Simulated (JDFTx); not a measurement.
**CsBr under changes of volume**

One of the cells (40.468 Å³/atom); the others are scaled copies at fixed shape and fractional positions:

```
Cs Br
1.0
     4.32562    0.00000    0.00000
     0.00000    4.32562    0.00000
     0.00000    0.00000    4.32562
Cs Br
1 1
Cartesian
  0.0000 0.0000 0.0000
  2.1628 2.1628 2.1628
```

The cell comes from a database or a generator and needn't be the stable form of this composition.

```yaml
Program: JDFTx 1.7.0 (patched build)
Functional: r2SCAN
Potentials_or_basis: SG15-PBE-1.2 with smoothed tails
Cutoff: 1088 eV
Density_cutoff: 8708 eV
k_mesh: 5 × 5 × 5
Occupations: fermi-dirac, width 0.05 eV
Spin: no spin polarisation
```

```tsv
volume (Å³/atom)	energy over the lowest point (meV/atom)	pressure (GPa)	gap on the mesh (eV)
38.040	8.27	1.1	5.30
38.850	?	?	?
39.659	0.91	0.3	5.12
40.468	0.00	0.0	5.04
41.278	0.66	-0.3	4.97
42.087	2.71	-0.5	4.89
42.896	5.97	-0.8	4.83
```

What does the run at 38.850 Å³/atom give?

Energy over the lowest point 3.58 meV/atom; pressure 0.7 GPa; gap on the mesh 5.21 eV.

Worked out: A Birch-Murnaghan fit of order 3 (a polynomial in V^(-2/3)) to the other rows has its minimum at 40.52 Å³/atom with B0 = V·E''(V) = 15.4 GPa and B' = 5.2. It gives 3.58 meV/atom at 38.850 Å³/atom, against the run's 3.58, and -dE/dV = 0.7 GPa, against 0.7. A straight line through the other rows of the gap, of slope -3.92 eV per unit of ln V (its deformation potential), gives 5.21 eV, against the run's 5.21.

Energies are extrapolated to zero smearing.

Caveats: the potentials were made for another functional, which shifts forces and pressure; spin-orbit coupling is left out, which moves the levels of the heavy elements; an odd mesh through Γ misses points on the zone boundary, where band edges often lie (some runs).
